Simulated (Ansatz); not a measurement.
LiF in the h-MgO structure, relaxed with r2SCAN, was run in the plane-wave code Ansatz under altered settings. All numbers are computed, without spin polarisation but where a row says otherwise.

```yaml
crystal:
  lattice:
    - [3.28008, 0.00000, 0.00000]
    - [-1.64004, 2.84063, 0.00000]
    - [0.00000, 0.00000, 3.99960]
  atoms:
    - { symbol: Li, position: [0.33333, 0.66667, 0.25000] }
    - { symbol: Li, position: [0.66667, 0.33333, 0.75000] }
    - { symbol: F, position: [0.66667, 0.33333, 0.25000] }
    - { symbol: F, position: [0.33333, 0.66667, 0.75000] }
```

The base run's other keys:
```yaml
kpoints:
  mp_grid: { grid: [6, 6, 4] }
hamiltonian:
  xc: hse06
scf:
  occupations: { method: fixed }
  n_extra_bands: 5
```

It takes 12 iterations with 745 plane waves at 420 eV and 21 k points, and leaves a mean stress of +0.90 GPa. The gap over this mesh is 9.983 eV.

Outcomes, with energy and stress as changes against the base:
```tsv
setting	outcome	ΔF (meV/atom)	Δ mean stress (GPa)	gap on the mesh (eV)	iterations
PBE hybrid, exx coeff 0.35, omega 0.5 1/Å	converged	–	-0.8	9.793	13
PBE hybrid, exx coeff -0.2, omega 0.5 1/Å	refused	–	–	–	–
basis.ecutwfc: 40	crashed	–	–	–	5
hamiltonian.dispersion: d2	refused	–	–	–	–
```
A dash marks a value that wasn't obtained or can't be compared. Stress is positive in compression.

- PBE hybrid, exx coeff 0.35, omega 0.5 1/Å. That is 35 % exact exchange, screened with ω = 0.5 1/Å, against HSE06's 25 % screened at 0.208 1/Å. The mean stress moves by -0.8 GPa and the gap on the mesh by -0.190 eV (to 9.793). Totals of different functionals aren't comparable.
- PBE hybrid, exx coeff -0.2, omega 0.5 1/Å. The program doesn't start. Error: invalid value for `hamiltonian.xc.exx.coeff`: must be finite and in (0, 1]; got -0.2
- basis.ecutwfc: 40. The run ended with an error. It stopped after 5 iterations; the base needs 12. Nothing that it printed is a property of the solid. Error: eigensolver failed: the Davidson search basis is rank-deficient: it holds 18 of the 19 directions that the solve needs, any cushion's among them. The seed, or a block that a restart re-seated, spans too few. Where the eigensolve works in less than double precision, `basis.precision […]
- hamiltonian.dispersion: d2. The program doesn't start. Error: YAML parse error: line 15 column 15: hamiltonian.dispersion: `d2` is not `none`, `rvv10`, `d3bj`, `d3bjatm`, `d4` or a map `{method: …, s8: …, a1: …, a2_bohr: …}` (numbers without units, a2 in bohr) or `{method: …, functional: …}`

The stress of a hybrid is loosely converged in these runs.

The meshes of the hybrids are coarse, so their gaps aren't converged to the digits shown.
